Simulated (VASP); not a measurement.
Data:

```xyz
2
Lattice="0.0000 3.0398 3.0398 3.0398 0.0000 3.0398 3.0398 3.0398 0.0000" Properties=species:S:1:pos:R:3 pbc="T T T"
Li     0.0000     0.0000     0.0000
I      3.0398     3.0398     3.0398
```

Calculation: HSEsol screened hybrid, VASP's PBE PAW potentials (set 64) (plane waves; VASP). Settings: 520 eV cut-off, 6×6×6 Γ-centred mesh, Gaussian smearing of 0.050 eV, potentials Li_sv I.

Q: Give the stress tensor in GPa (positive for a compressed cell).

A: 
```
-1.67   0.00   0.00
 0.00  -1.67   0.00
 0.00   0.00  -1.67
```
The pressure is its mean diagonal, -1.67 GPa.

The compound is LiI in the rock salt structure. This cell is one point of a volume scan, at 1.03 of the reference volume. The cell's shape comes from a PBE relaxation.
